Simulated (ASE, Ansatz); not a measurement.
## Forces and charges in generalised stacking fault on (111) (glide set) of a GaP-AlP solid solution (72 atoms)

What does DFT give for generalised stacking fault on (111) (glide set) of a GaP-AlP solid solution (72 atoms) as built?

Calculated with Ansatz 0.2.0; Kohn-Sham DFT, LDA, PAW (set soft_2), plane waves.

## Step 1: The structure

The cell holds 72 atoms: 18 Al, 36 P and 18 Ga. Cell: a = 6.683 Å, b = 11.576 Å, c = 19.111 Å, α = 90.0°, β = 88.3°, γ = 90.0°. It derives from GaP and AlP. Zinc-blende GaP lattice (a = 5.4569 Å, the value set for the mixture), cell with z along [111], 1 x 3 x 2 periods; the third cell vector is tilted by 0.083 of 1/2[11-2] and lengthened by 0.2 Å, so the cell holds one fault (glide set); displaced by a Gaussian of 0.01 Å; 18 of 36 Ga sites given to Al at random (lattice constant by Vegard's rule between GaP and AlP).

What the set-up can't give: The host structure and its lattice constant were typed by rule, without a check against the phase diagram.

## Step 2: Plane-wave single point

The electrons are solved once, with the atoms held.

input.yaml reads:

```yaml
crystal:
  lattice:
    - [6.68331, 0.0, 0.0]
    - [0.0, 11.57583, 0.0]
    - [0.55692, 0.0, 19.10326]
  atoms:
    - { symbol: Al, position: [0.4981, 0.16469, 0.0197] }
    - { symbol: P, position: [0.49127, 0.16679, 0.14378] }
    - { symbol: Ga, position: [0.81649, 0.16707, 0.18567] }
    - { symbol: P, position: [0.81024, 0.16841, 0.30947] }
    - { symbol: Ga, position: [0.99928, 0.00086, 0.0202] }
    - { symbol: P, position: [0.984, 0.99994, 0.14529] }
    - { symbol: Al, position: [0.31877, 0.00026, 0.18533] }
    - { symbol: P, position: [0.30674, 0.99992, 0.30897] }
    - { symbol: Ga, position: [0.63588, 0.00057, 0.35109] }
    - { symbol: P, position: [0.62711, 0.99819, 0.47508] }
    - { symbol: Al, position: [0.4975, 0.50025, 0.01993] }
    - { symbol: P, position: [0.48782, 0.50019, 0.14412] }
    - { symbol: Ga, position: [0.81607, 0.49929, 0.18554] }
    - { symbol: P, position: [0.80763, 0.49907, 0.30821] }
    - { symbol: Al, position: [0.99958, 0.33292, 0.0212] }
    - { symbol: P, position: [0.98661, 0.3325, 0.14419] }
    - { symbol: Ga, position: [0.31751, 0.33346, 0.18511] }
    - { symbol: P, position: [0.30819, 0.33304, 0.30974] }
    - { symbol: Al, position: [0.63731, 0.33354, 0.34983] }
    - { symbol: P, position: [0.63003, 0.33383, 0.47335] }
    - { symbol: Ga, position: [0.1383, 0.16518, 0.34972] }
    - { symbol: P, position: [0.12727, 0.16589, 0.47316] }
    - { symbol: Ga, position: [0.4548, 0.16698, 0.51505] }
    - { symbol: P, position: [0.44572, 0.16713, 0.63881] }
    - { symbol: Al, position: [0.77826, 0.16577, 0.67972] }
    - { symbol: P, position: [0.76451, 0.16812, 0.80432] }
    - { symbol: Ga, position: [0.95707, 0.99898, 0.51551] }
    - { symbol: P, position: [0.94539, 0.00038, 0.63795] }
    - { symbol: Al, position: [0.27711, 0.99979, 0.68001] }
    - { symbol: P, position: [0.26632, 0.99964, 0.80309] }
    - { symbol: Ga, position: [0.5975, 0.00029, 0.84556] }
    - { symbol: P, position: [0.58644, 0.99913, 0.9693] }
    - { symbol: Ga, position: [0.49809, 0.83227, 0.02075] }
    - { symbol: P, position: [0.48784, 0.83227, 0.14452] }
    - { symbol: Al, position: [0.8191, 0.834, 0.18553] }
    - { symbol: P, position: [0.80681, 0.83366, 0.3098] }
    - { symbol: Ga, position: [0.9983, 0.66708, 0.0211] }
    - { symbol: P, position: [0.98841, 0.66769, 0.14438] }
    - { symbol: Al, position: [0.31534, 0.66656, 0.18487] }
    - { symbol: P, position: [0.30851, 0.66552, 0.30996] }
    - { symbol: Al, position: [0.64173, 0.66677, 0.35088] }
    - { symbol: P, position: [0.6275, 0.66695, 0.47434] }
    - { symbol: Ga, position: [0.13913, 0.4993, 0.34953] }
    - { symbol: P, position: [0.12757, 0.49988, 0.47545] }
    - { symbol: Al, position: [0.45586, 0.49997, 0.51595] }
    - { symbol: P, position: [0.44674, 0.50024, 0.63909] }
    - { symbol: Al, position: [0.77615, 0.49908, 0.68094] }
    - { symbol: P, position: [0.76547, 0.50033, 0.80384] }
    - { symbol: Al, position: [0.95702, 0.33394, 0.51502] }
    - { symbol: P, position: [0.94763, 0.3328, 0.63998] }
    - { symbol: Al, position: [0.277, 0.33503, 0.67968] }
    - { symbol: P, position: [0.2679, 0.33295, 0.80581] }
    - { symbol: Ga, position: [0.59525, 0.3315, 0.84581] }
    - { symbol: P, position: [0.58895, 0.33201, 0.96894] }
    - { symbol: Al, position: [0.09475, 0.16751, 0.84539] }
    - { symbol: P, position: [0.08513, 0.16751, 0.96848] }
    - { symbol: Al, position: [0.1344, 0.83139, 0.35079] }
    - { symbol: P, position: [0.12686, 0.83433, 0.47359] }
    - { symbol: Al, position: [0.45487, 0.83207, 0.51549] }
    - { symbol: P, position: [0.44514, 0.83381, 0.63928] }
    - { symbol: Ga, position: [0.77473, 0.83262, 0.68084] }
    - { symbol: P, position: [0.76435, 0.83534, 0.80375] }
    - { symbol: Ga, position: [0.95425, 0.66741, 0.51579] }
    - { symbol: P, position: [0.94752, 0.66631, 0.6391] }
    - { symbol: Ga, position: [0.27823, 0.66597, 0.67865] }
    - { symbol: P, position: [0.26436, 0.66618, 0.8038] }
    - { symbol: Ga, position: [0.59704, 0.66634, 0.84504] }
    - { symbol: P, position: [0.58682, 0.66693, 0.96825] }
    - { symbol: Ga, position: [0.09749, 0.50025, 0.84606] }
    - { symbol: P, position: [0.08499, 0.49922, 0.97104] }
    - { symbol: Al, position: [0.09915, 0.83486, 0.84413] }
    - { symbol: P, position: [0.08552, 0.83301, 0.96964] }
kpoints:
  mp_grid: { grid: [2, 1, 1] }
hamiltonian:
  xc: lda
scf:
  occupations: { method: fermi_dirac, width: 0.05 }
output:
  forces: true
  stress: true
  populations: intrinsic
  dos:
    method: { smearing: { sigma: 0.08 } }
    de: 0.1
    projected: { site_lists: { Al: [Al], Ga: [Ga], P: [P] } }
  eigenvalues: true
  write_density: true
  write_potential: true
  volumetric_format: npy
```

Command:

```bash
$ ansatz run input.yaml --threads 8 --pin off --max-ram 15872MiB --backend cpu --events-out ev --progress --plain --runs-dir out
```

The program printed:

```text
Engine: ansatz 0.2.0, aarch64-unknown-linux-gnu
Pseudopotentials: kind: paw
Pseudopotential: Al, paw, valence charge 3, recommended cutoff 420 eV (normal), Al.paw.azcp
Pseudopotential: P, paw, valence charge 5, recommended cutoff 420 eV (normal), P.paw.azcp
Pseudopotential: Ga, paw, valence charge 13, recommended cutoff 420 eV (normal), Ga.paw.azcp
[... 3 lines on functional and potentials left out ...]
Crystal: 72 atoms, lattice volume = 1477.921 Å³
Basis set: ecut = 420 eV, 28917 PW (Γ)
Bands: 306, of which v1, the nominal top of the filled ones, is band 234 counted from 1 (233 counted from 0)
Symmetry: 1 space group operations
Space group: P1 (ITA 1), of the structure as read, at distance tolerance 1.1e-4 Å
k-points: 2
[... 10 lines on functional and potentials left out ...]
Initial density: superposition of atomic densities (neutral atoms: chi_scale 0, normalization atom), corrected by the library's trained network
Initial wavefunctions: pseudopotential atomic-orbital guess
Functional: x = slater, c = lda
SCF iter   1: F=—  HF=-102120.741298 eV  |F-HF|=—  |Δ(HF+E_count)|=         —  Δρ=5.18e-3  dr2=4.88e-1  ethr=1.77e-3  ⟨swp⟩=8.5  Hψ=2964  notcnv=0  defer=30
preconditioner: auto → Resta (q_TF=auto, 2.252 Å⁻¹)  ε∞=4.0  [insulator: Δε(μ)=0.446 eV  Ē_g=12.061 eV  σ=0.050 eV  W_gap=0.98  n_scr=288 (ndim 8)  ℏωp=20.9 eV  f_vac=0.000  D(μ)=0.45/eV (n_scr^D=0)  ε∞_Penn≈4.0]
SCF iter   2: F=—  HF=-102120.653820 eV  |F-HF|=—  |Δ(HF+E_count)|=   8.75e-2  Δρ=2.70e-3  dr2=9.65e-2  ethr=1.04e-4  ⟨swp⟩=2.5  Hψ=891  notcnv=0  defer=80
SCF iter   3: F=—  HF=-102120.630269 eV  |F-HF|=—  |Δ(HF+E_count)|=   2.36e-2  Δρ=7.09e-4  dr2=6.85e-3  ethr=2.06e-5  ⟨swp⟩=2.0  Hψ=733  notcnv=0  defer=80
SCF iter   4: F=—  HF=-102120.629592 eV  |F-HF|=—  |Δ(HF+E_count)|=   6.77e-4  Δρ=1.65e-4  dr2=5.19e-4  ethr=1.46e-6  ⟨swp⟩=2.0  Hψ=960  notcnv=0  defer=80
SCF iter   5: F=—  HF=-102120.629455 eV  |F-HF|=—  |Δ(HF+E_count)|=   1.38e-4  Δρ=8.95e-5  dr2=1.18e-4  ethr=1.11e-7  ⟨swp⟩=2.0  Hψ=987  notcnv=0  defer=80
SCF iter   6: F=—  HF=-102120.629422 eV  |F-HF|=—  |Δ(HF+E_count)|=   3.25e-5  Δρ=1.92e-5  dr2=7.79e-6  ethr=2.52e-8  ⟨swp⟩=2.0  Hψ=978  notcnv=0  defer=80
SCF iter   7: F=—  HF=-102120.629006 eV  |F-HF|=—  |Δ(HF+E_count)|=   4.16e-4  Δρ=5.14e-6  dr2=4.80e-7  ethr=1.67e-9  ⟨swp⟩=3.0  Hψ=1112  notcnv=0  defer=94
SCF iter   8: F=—  HF=-102120.629006 eV  |F-HF|=—  |Δ(HF+E_count)|=   6.64e-8  Δρ=2.10e-6  dr2=5.91e-8  ethr=2.14e-11  ⟨swp⟩=19.0  Hψ=5547  notcnv=0
SCF iter   9: F=-102120.629006 eV  HF=-102120.629006 eV  |F-HF|=1.56e-8  |Δ(HF+E_count)|=   5.06e-8  Δρ=9.56e-7  dr2=1.07e-8  ethr=1.26e-11  ⟨swp⟩=9.0  Hψ=3600  notcnv=0
SCF 1 converged in 9 iterations: F = -102120.629006 eV  dr2 = 1.07e-8
  greatest PAW one-centre occupation: 0.995 electrons in one spin orbital (limit 2), on the Ga atom at site 4 (counted from 0), in its partial waves of l = 2
SCF converged after 9 iterations
Free energy (F): -102120.629006 eV
Harris-Foulkes:  -102120.629006 eV  (|F-HF|=1.56e-8)
Internal energy: -102120.616976 eV  (E = F + TS)
E sigma→0 (E₀):  -102120.622991 eV
Entropy (-TS):   -0.012030 eV (-0.167 meV/atom)
Fermi energy:    6.958845 eV
--- Per-component energies (eV) ---
  E_band       = -1295.238289
  E_kinetic    = 5055.355488
  E_local      = -48427.499418  (includes V_loc(G=0)·N_el)
  E_nonlocal   = 9158.251036
  E_hartree    = 22264.556258
  E_xc         = -4151.092081
  E_vxc        = -3776.397495  (∫ρ·V_xc dr)
  E_paw        = -61861.942948  (= ΣΔE_a)
  E_vpaw       = -7834.041590  (= ΣTr[D̂ρ^β])
  E_aug_tail   = -0.002098  (compensation charges beyond the density's cutoff)
  E_ewald      = -24194.583403
  E_core_change = 36.340189  (= ΣΔE_core)
  E_smearing   = -0.012030  (= −TS)
  E_closure    = 0.000000  (closes the sum)
  Σ components = -102120.629006   (vs F -102120.629006, Δ=0.00e0)
--- Forces (eV/Å), atoms counted from 1 ---
  atom   1  Al    -1.41218438     0.28562652     0.12865335
  atom   2  P     -0.31294401     0.06071418    -0.07969903
  atom   3  Ga     0.12464897    -0.05193978     0.16425966
  atom   4  P     -0.19527867    -0.34917035    -0.12033923
  atom   5  Ga    -1.25652331    -0.08395281     0.24679204
  atom   6  P      0.21142251     0.23751048    -0.42748553
  atom   7  Al    -0.05196472     0.02030193    -0.05584238
  atom   8  P      0.05954890    -0.14549657     0.00032330
  atom   9  Ga     0.06798460     0.12920105     0.07969699
  atom  10  P     -0.02907784     0.29908963    -0.15767063
  atom  11  Al    -1.41519057    -0.15438140    -0.01904814
  atom  12  P     -0.08423879    -0.06805499    -0.14338694
  atom  13  Ga     0.13758474     0.09987132    -0.09054498
  atom  14  P      0.12708425     0.14439791     0.10302543
[...]
atom  71  Al    -0.26778537    -0.19254939     0.37271841
  atom  72  P      1.42932099     0.11926100    -0.28161409
  max |Σ_I F_I| component: 1.78e-4 eV/Å
--- Stress (GPa, compression-positive) ---
       -2.781325      -0.032462      -0.686164
       -0.032462       0.789361       0.031039
       -0.686164       0.031039      -3.228564
  P = ⅓ Tr σ = -1.7402 GPa (-17.402 kbar)
--- Band table (eV) ---
  k-point 0: bands = ["-8.9632", "-8.9459", "-8.9348", "-8.9276", [... 290 levels ...], "10.3669", "10.3902", "10.4039", "10.4280", "10.4376", "10.4417", "10.4723", "10.4965", "10.5073", "10.5159", "10.5288", "10.5490"]
  k-point 1: bands = ["-8.9639", "-8.9500", "-8.9370", "-8.9286", [... 290 levels ...], "10.5000", "10.5224", "10.5269", "10.5544", "10.5758", "10.5845", "10.6217", "10.6460", "10.6523", "10.6699", "10.6924", "10.7107"]
--- intrinsic populations: 72 sites ---
  site symbol       q [e]
     0     Al      2.6197
     1      P      5.1663
     2     Ga     13.0107
[...]
71      P      5.1281
  spilling = 0.000000 (of n_electrons = 468.000000)
```

Run time: 29 s. Hardware: 8 threads of Arm Neoverse V2, shared host; peak memory 4.4 GiB; 3.7 min of CPU time.

In the SCF lines HF is the Harris–Foulkes energy and dr2 the Hartree energy of the density residual, in eV; the loop may stop once dr2 is under the threshold and the program's other checks hold. Hψ counts applications of the Hamiltonian.

The run gave:

```
free energy                                      : -102120.6290 eV
free energy per atom                             : -1418.3421 eV/atom
SCF cycles                                       : 9
pressure                                         : -1.74 GPa
r.m.s. force component                           : 0.3654 eV/Å
longest force                                    : 1.71 eV/Å
Fermi energy                                     : 6.959 eV
spacing of highest filled and lowest empty level : 0.3629 eV
levels partly filled by over 2 per cent          : 2
```

Neighbours are counted within 2.68 Å (P-Al), 2.73 Å (P-Ga).

Length of the force by element and coordination:

```csv
element,coordination,atoms,mean length of the force (eV/Å),spread,least,most
Al,all,18,0.442,0.474,0.0789,1.56
Al,3,3,1.48,0.0605,1.42,1.56
Al,4,15,0.235,0.111,0.0789,0.498
Ga,all,18,0.398,0.384,0.124,1.28
Ga,3,3,1.24,0.0359,1.20,1.28
Ga,4,15,0.230,0.0857,0.124,0.423
P,all,36,0.470,0.465,0.063,1.71
P,3,6,1.48,0.125,1.33,1.71
P,4,30,0.269,0.114,0.063,0.533
```

Intrinsic-atomic-orbital charges by element and coordination:

```csv
element,coordination,atoms,mean charge (e),spread,least,most
Al,all,18,0.358,0.0094,0.350,0.380
Al,3,3,0.378,0.0016,0.377,0.380
Al,4,15,0.354,0.0037,0.350,0.362
Ga,all,18,-0.0042,0.0133,-0.017,0.0256
Ga,3,3,0.023,0.0023,0.0201,0.0256
Ga,4,15,-0.0097,0.0057,-0.017,-6.0e-4
P,all,36,-0.177,0.0776,-0.357,-0.0694
P,3,6,-0.203,0.0666,-0.306,-0.128
P,4,30,-0.172,0.0785,-0.357,-0.0694
```

Density of states as counts of states in windows of 1 eV (from the Fermi level), total and the larger projections:

```csv
from (eV),to (eV),total,P p,Ga p,Al p,Ga s,Al s,P s
-14,-13,1.4,0.0,0.0,0.0,0.4,0.3,0.7
-13,-12,14.3,0.5,1.5,1.6,2.4,1.3,6.7
-12,-11,29.3,1.0,3.7,3.8,2.6,2.0,15.6
-11,-10,27.0,0.4,4.1,3.7,0.7,0.8,16.7
-10,-8,0.0,0.0,0.0,0.0,0.0,0.0,0.0
-8,-7,20.7,9.3,0.9,1.0,7.2,1.2,1.0
-7,-6,28.0,14.1,1.5,1.5,3.6,5.0,2.0
-6,-5,19.7,10.9,2.1,1.7,0.8,2.4,1.6
-5,-4,32.4,19.2,4.9,4.6,0.9,1.3,1.3
-4,-3,52.4,34.5,8.1,7.4,0.5,0.7,0.7
-3,-2,43.9,31.9,5.6,5.1,0.2,0.3,0.3
-2,-1,17.8,14.3,1.6,1.2,0.1,0.1,0.1
-1,0,1.0,1.0,0.0,0.0,0.0,0.0,0.0
0,1,16.4,2.5,2.3,3.4,2.7,0.8,2.8
1,2,41.5,8.0,6.7,6.9,4.9,3.8,5.5
2,3,38.5,8.5,7.3,7.5,1.6,3.9,2.9
```

The curve was stored every 0.10 eV, coarse against its broadening of 0.08 eV, so these counts are rough.

Between -16 and -14 eV lie 180 more states.

The levels nearest the highest filled one (over half full), pooled over k-points and spins:

```csv
level less the highest filled one (eV),occupation
-1.19,2
-1.14,2
-1.12,2
-1.01,2
-1.000,2
0,1.95
0.363,0.052
0.690,0
0.813,0
0.842,0
0.861,0
0.916,0
```

Electrostatic potential energy in the ca plane at fractional y = 0.000, with atoms of Ga and P and Al within 0.2 Å of it. With pseudopotentials it is smooth inside the atoms' cores, unlike the true potential.

Ten even steps from '0' (-56 eV) to '9' (10 eV), each cell a mean:
```
55568720027999999999999986565687100279999999
66689852258999999999999986555687300379999999
88899987789999999999999998766898744789999999
99999999999999999888999988888999988999999999
99999999999999998666799855689999999999999998
79999999999999997555688510279999999999999986
58999999999999997565678400059999999999999975
48999999999999997655688510279999999999999975
69999999999999998767899865789999999999999986
89999999877899988889999999999999999999999998
99999998666689853579999999999999998777999877
99999997688678610058999999999999986776887423
99999997688678500048999999999999976887786100
99999998766688731269999999999999986786786100
99999999877899976789999999999999987667898523
77789987789999999999999999889999998888999878
55679852368999999999999998667899867899999999
56568720027999999999999986555688411589999999
```
Columns run along c (16.0 Å, from fractional 0.00 to 0.84 of the cell; values clipped at the 3rd and 97th percentile), rows up along a (6.7 Å). Atoms in or near the plane, at fractional coordinates: Ga at (0.02, 0.00), P at (0.15, 0.98), Al at (0.19, 0.32), P at (0.31, 0.31), Ga at (0.35, 0.64), P at (0.48, 0.63), Ga at (0.52, 0.96), P at (0.64, 0.95), Al at (0.68, 0.28), P at (0.80, 0.27).

Valence density in the ca plane at fractional y = 0.000, with atoms of Ga and P and Al within 0.2 Å of it. It is the smooth field of the valence electrons, not physical close to the nuclei.

Values in e/Å³, 10 rows by 16 columns, each cell a mean:
```
 0  0  0  0  0  0 12  7  1  0  0  0  0  0  0  0
 0  0  0  0  0  0  1  1  0  1  0  0  0  0  0  0
 0  0  0  2  1  0  1  0  0  0  0  0  0  0  0  0
 0  0  0 16  4  1  0  0  0  0  0  0  4 12  1  0
 0  0  0  2  1  0  1  0  0  0  0  0  2  7  1  0
 0  0  0  1  0  0  0  0  0  0  0  0  0  0  0  0
 0  0  1  0  0  0  0  0  0  0  0  1  1  0  0  0
 0  0  1  1  0  0  0  0  0  0  0  1  0  0  0  0
 0  0  0  0  0  0  0  0  0  0  0  0  0  0  0  0
 1  0  0  0  0  0  3  2  1  1  0  0  0  0  0  1
```
Columns run along c (16.0 Å, from fractional 0.16 to 1.00 of the cell), rows up along a (6.7 Å). Atoms in or near the plane, at fractional coordinates: Al at (0.19, 0.32), P at (0.31, 0.31), Ga at (0.35, 0.64), P at (0.48, 0.63), Ga at (0.52, 0.96), P at (0.64, 0.95), Al at (0.68, 0.28), P at (0.80, 0.27), Ga at (0.85, 0.60), P at (0.97, 0.59).

Forces differ by site in this geometry: P atoms with 3 neighbours bear 1.5 eV/Å on average, against 0.27 eV/Å for those with 4. Mean intrinsic-atomic-orbital charges: Al +0.36, Ga -0.00, P -0.18 e. Charges this small depend on the projection, at times even in sign.

[end of part 1 of 2]

[Logs are printed without paths, hosts, clocks, repeated set-up lines and the standing remarks that a program may print on its own settings, such as how far it seeks lower states.]

[Hosts, paths, dates, database ids (printed as entryN), source tags and the programs' standing remarks are cut or masked in the printed files.]
